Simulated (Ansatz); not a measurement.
Phase order of Sb (with spin–orbit coupling)

Structure types of Sb are relaxed in primitive cells with their symmetry kept at 0 GPa, first on PAW files, then by LAPW. The enthalpy is E + pV at zero temperature, without zero-point motion. Only the types listed were tried, and differences under about 5 meV/atom are mesh noise. The real phase may be another.

Level of theory: DFT with PBE, with spin–orbit coupling, in Ansatz 0.2.0; Fermi–Dirac smearing of 0.05 eV, no spin polarisation. LAPW: all electrons, basis error target 0.5 meV/atom; PAW: frozen-core files, cutoff 420 eV.

k meshes: fcc 15×15×15, bcc 15×15×15, hcp 14×14×8, sc 13×13×13, diamond 11×11×11.

```csv
start type,ends as,"a, b, c (Å)",V (Å³/atom),"H − H(lowest), LAPW (meV/atom)"
fcc,"fcc, Fm-3m","4.796, 4.796, 4.796",27.58,273.1
bcc,"bcc, Im-3m","3.792, 3.792, 3.792",27.25,?
hcp,"hcp, P6_3/mmc","3.383, 3.383, 5.557",27.54,243.8
sc,"sc, Pm-3m","3.110, 3.110, 3.110",30.08,0.0
diamond,"diamond, Fd-3m","6.995, 6.995, 6.995",42.78,?
```

Q: What belongs in the row "diamond", column "H − H(lowest), LAPW (meV/atom)"?

A: 260.5.

Q: What belongs in the row "bcc", column "H − H(lowest), LAPW (meV/atom)"?

A: 200.1.
